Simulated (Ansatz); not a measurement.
Ionic part of the dielectric constant of MgO at 9 GPa, mode by mode

The calculation used DFT LDA, scalar-relativistic, plane waves, PAW in Ansatz 0.2.0. Plane waves to 420 eV; Γ-centred k mesh 10×10×10; fixed occupations. No spin polarisation. Phonons by linear response, acoustic sum rule imposed.

Symmetry: Fm-3m, No. 225, cubic system. The conventional cell has a = 4.094 Å, b = 4.094 Å, c = 4.094 Å, α = 90.00°, β = 90.00°, γ = 90.00°. Around Mg (site symmetry m-3m) lie 6 O at 2.05 Å. O (site symmetry m-3m) has 6 Mg at 2.05 Å as nearest neighbours.

The primitive cell has V = 17.16 Å³ and ε∞,yy = 3.136. Each polar mode adds Δε = (4.92064×10⁷/V)·S/ν² along y, with S its oscillator strength in e²/amu, ν in cm⁻¹ and V in Å³.

Task: From these modes, find each Δε and ε0,yy.
```tsv
ν (cm⁻¹)	S_yy (e²/amu)
454.1	0.393
```

Result:
```
ν (cm⁻¹)    Δε
   454.1  5.47
```

The sum is 5.467, so ε0,yy = 8.60; the run's tensor has 8.60.

Task: Where do the longitudinal modes lie for a wave vector along y?

Result: At 752 cm⁻¹. The Lyddane–Sachs–Teller product Π(ν_LO/ν_TO)² = 2.74 matches ε0/ε∞ = 2.74.

Cost: 1 run of about 0.096 core-minutes, on Intel Xeon Platinum 8488C (Sapphire Rapids) (shared hosts).

Lattice polarisation dominates the static response of compressed MgO: the ionic term of 5.47 exceeds the whole of ε∞, 3.136. All of it comes from the one triply degenerate polar mode of the rocksalt structure, in which the Mg and O sublattices move against each other, so the response is isotropic. The oscillator strength, taken with the reduced mass of the pair, implies Born charges close to the formal divalent ones, as expected for a strongly ionic oxide with little dynamical charge transfer. These large charges also explain the wide gap between the transverse mode at 454.1 cm⁻¹ and the longitudinal one at 752 cm⁻¹, since only the latter feels the restoring force of the macroscopic field. ε∞ is probably somewhat too large, because LDA tends to overestimate electronic polarisability in wide-gap oxides. The Lyddane–Sachs–Teller agreement shows that the frequencies, charges and electronic screening are mutually consistent, but it doesn't test their accuracy against experiment.
